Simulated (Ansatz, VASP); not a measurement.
**Two plane-wave programs on GaSb**

INCAR

```
SYSTEM = GaSb
ALGO = Normal ; EDIFF = 1E-7
ENCUT = 520 ; GGA = PE
ISIF = 2 ; ISMEAR = 0
LASPH = .TRUE. ; LCHARG = .FALSE.
LREAL = .FALSE. ; LWAVE = .FALSE.
NBANDS = 16 ; NELM = 80
PREC = Accurate ; SIGMA = 0.028000000000000004
```

The input KPOINTS:

```
k-points
0
G
  8 8 8
  0 0 0
```

POSCAR

```
GaSb
1.0
    0.0000000000      3.0590000000      3.0590000000
    3.0590000000      0.0000000000      3.0590000000
    3.0590000000      3.0590000000      0.0000000000
Sb Ga
1 1
Direct
    0.7500000000      0.7500000000      0.7500000000
    0.0000000000      0.0000000000      0.0000000000
```

input.yaml

```yaml
crystal:
  lattice:
    - [0.0, 3.059, 3.059]
    - [3.059, 0.0, 3.059]
    - [3.059, 3.059, 0.0]
  atoms:
    - { symbol: Sb, position: [0.75, 0.75, 0.75] }
    - { symbol: Ga, position: [0.0, 0.0, 0.0] }
hamiltonian:
  xc: pbe
  pseudopotentials: { kind: paw }
kpoints:
  mp_grid: { grid: [8, 8, 8] }
scf:
  occupations: { method: gaussian, width: 0.028 }
output:
  forces: true
  stress: true
  eigenvalues: true
  write_density: true
  write_potential: true
  elf: true
  volumetric_format: npy
```

Alike in both runs: task single point; functional PBE; k mesh 8 × 8 × 8; occupations gaussian, width 0.028 eV; no spin polarisation.

|  | VASP | Ansatz |
| --- | --- | --- |
| version | VASP 6.6.1 | Ansatz 0.2.0 |
| potentials or method | VASP PAW PBE potentials, release 64 (Sb, Ga_d) | Ansatz PAW |
| plane-wave cutoff (eV) | 520 | 420 |
| valence electrons in the cell | 18 | 28 |

VASP gave:

```
gap on the k mesh at the Fermi level (eV) : 0.04
least direct gap on the mesh (eV)         : 0.04
pressure (GPa)                            : 2.4
```

Problem. What did Ansatz give for the same quantities?

Solution. gap on the k mesh at the Fermi level (eV): 0.03; least direct gap on the mesh (eV): 0.03; pressure (GPa): 2.3.

The functional is the same, so the differences come from potentials, cutoffs and numerics. The two sets of potentials don't hold the same shells in valence.

Caveats: spin-orbit coupling is left out, which moves the levels of the heavy elements. A k mesh can miss the band edges.
